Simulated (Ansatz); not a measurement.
Stability checks on a candidate for KF

It comes from a database structure that was distorted and then relaxed.

Method: DFT PBE, scalar-relativistic, plane waves, PAW (Ansatz 0.2.0). The final run on the 2-atom cell used 420 eV, a Γ-centred 8×8×8 mesh, 0.02 eV smearing and no spin polarisation.

Space group Fm-3m (No. 225). a = 5.420 Å, b = 5.420 Å, c = 5.420 Å, α = 90.00°, β = 90.00°, γ = 90.00°
```
atom  site  symmetry       x       y       z
   K    4a      m-3m  0.0000  0.0000  0.0000
   F    4b      m-3m  0.5000  0.0000  0.0000
```

The zero of energy is the elements' standard structures at the same level (F₂ as a molecule); no fitted shifts are applied.

Task: These tests were run: energy against the elements; phonons on a 4×4×4 q mesh. What do they show?

Result:

```json
{"test": "energy against the elements", "result": "−2.713 eV/atom"}
{"test": "phonons on a 4×4×4 q mesh", "result": "no imaginary mode on the mesh"}
```

It fails none of these tests. Competing phases weren't compared here.

The run for the phonons used an 8×8×8 k mesh.
